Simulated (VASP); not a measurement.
A run of VASP 6.6.1 is set up as follows.

Contents of INCAR:

```
ALGO = Normal
EDIFF = 1E-6
ENCUT = 520
GGA = PE
ISIF = 2
ISMEAR = 0
IVDW = 12
LASPH = True
LCHARG = False
LREAL = False
LWAVE = False
NBANDS = 10
NELM = 60
PREC = Accurate
SIGMA = 0.15
```

The input KPOINTS:

```
k-points
0
Gamma
  14 14 14
```

POSCAR

```
K
1.0
    0.0000000000      3.3918728180      3.3918728180
    3.3918728180      0.0000000000      3.3918728180
    3.3918728180      3.3918728180      0.0000000000
K
1
Direct
    0.0000000000      0.0000000000      0.0000000000
```

Potentials or basis: VASP PAW PBE potentials, release 64 (K_sv).

Run with:

```console
$ cat potpaw_PBE.64/K_sv/POTCAR > POTCAR
$ mpirun -np 1 vasp_std > vasp.out
```

Task: Estimate the band gap on the k mesh.

Result: None (metal or under the smearing width).

Task: Predict the dispersion energy per atom.

Result: -0.106 eV.
